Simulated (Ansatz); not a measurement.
# Hf3S: from a trial structure to a relaxed crystal

These are results of DFT PBE, scalar-relativistic, plane waves, PAW (Ansatz 0.2.0), not measurements.

The start puts Hf3S on the Cu3Au (L1_2) structure type (Pm-3m, No. 221), with S in place of Au, Hf in place of Cu, at a guessed volume.

Input of the last, converged step (default PAW datasets):

```yaml
crystal:
  lattice:
    - [4.2713983045, 0.0, 0.0]
    - [0.0, 4.2713983045, 0.0]
    - [0.0, 0.0, 4.2713983045]
  atoms:
    - { symbol: Hf, position: [0.0, 0.5, 0.5] }
    - { symbol: Hf, position: [0.5, 0.0, 0.5] }
    - { symbol: Hf, position: [0.5, 0.5, 0.0] }
    - { symbol: S, position: [0.0, 0.0, 0.0] }
basis:
  ecutwfc: 420
kpoints:
  mp_grid: { grid: [12, 12, 12] }
hamiltonian:
  xc: pbe
scf:
  occupations: { method: gaussian, width: 0.1 }
output:
  forces: true
  stress: true
  eigenvalues: true
  write_density: true
  write_potential: true
  elf: true
  volumetric_format: npy
relax:
  adjacent_minimum: "off"
  f_tol: 0.01
  max_steps: 80
  cell: { stress_tol: 0.05 }
```

Launched as:

```bash
ansatz run input.yaml --threads 1 --pin off --max-ram 2560MiB --backend cpu --events-out ev --progress --plain --runs-dir out
```

It took 93 s on 1 thread of Arm Neoverse V2, with other jobs on the host, peak memory 0.52 GiB.

End of the output:

```
SCF converged after 5 iterations
Free energy (F): -48066.242985 eV
Harris-Foulkes:  -48066.242985 eV  (|F-HF|=2.91e-11)
Internal energy: -48066.219847 eV  (E = F + TS)
E sigma→0 (E₀):  -48066.231416 eV
Entropy (-TS):   -0.023138 eV (-5.784 meV/atom)
Fermi energy:    19.515901 eV
--- Per-component energies (eV) ---
  E_band       = 139.539490
  E_kinetic    = 1386.859625
  E_local      = -16323.042131  (includes V_loc(G=0)·N_el)
  E_nonlocal   = -3704.473157
  E_hartree    = 7705.025701
  E_xc         = -999.811832
  E_vxc        = -889.527739  (∫ρ·V_xc dr)
  E_paw        = -21384.146257  (= ΣΔE_a)
  E_vpaw       = 4259.671581  (= ΣTr[D̂ρ^β])
  E_aug_tail   = -0.000002  (compensation charges beyond the density's cutoff)
  E_ewald      = -14746.631795
  E_smearing   = -0.023138  (= −TS)
  E_closure    =  0.000000  (closes the sum)
  Σ components = -48066.242985   (vs F -48066.242985, Δ=0.00e0)
--- Forces (eV/Å), atoms counted from 1 ---
  atom   1  Hf     0.00000000     0.00000000     0.00000000
  atom   2  Hf     0.00000000     0.00000000     0.00000000
  atom   3  Hf     0.00000000     0.00000000     0.00000000
  atom   4  S      0.00000000     0.00000000     0.00000000
  max |Σ_I F_I| component: 2.34e-29 eV/Å
--- Stress (GPa, compression-positive) ---
       -0.004116       0.000000       0.000000
        0.000000      -0.004116       0.000000
        0.000000       0.000000      -0.004116
  P = ⅓ Tr σ = -0.0041 GPa (-0.041 kbar)
--- Relaxed structure (3 steps of the walk, 2 accepted, 1 SCFs on fresh bases) ---
  F+E_penalty+E_count = -48066.24298542 eV   max|allowed force component| = 2.781e-29 eV/Å   (the final SCF, on the basis selected at the relaxed cell)
  cell:  # Å, volume = 78.3454 Å³
    - [4.278955, 0.000000, 0.000000]
    - [0.000000, 4.278955, 0.0]
    - [0.000000, 0.0, 4.278955]
  atoms:
    - { symbol: Hf, position: [0.000000, 0.5, 0.5] }
    - { symbol: Hf, position: [0.5, 0.000000, 0.5] }
    - { symbol: Hf, position: [0.5, 0.5, 0.000000] }
    - { symbol: S, position: [0.000000, 0.000000, 0.000000] }
```

Total energies depend on the potentials used, so only differences within one code and one set of settings carry meaning.

The result has space group Pm-3m (No. 221). Hf is coordinated by 4 S at 3.03 Å and 8 Hf at 3.03 Å; S is coordinated by 12 Hf at 3.03 Å.

Against the elements it lies at -0.02 eV/atom. Energies over the elements count from the elements' standard structures at the same level, with no empirical corrections.

For metals, differences of a few meV/atom aren't resolved. Spin–orbit coupling is left out.

Symmetry constrained the relaxation, so the result can be a saddle point.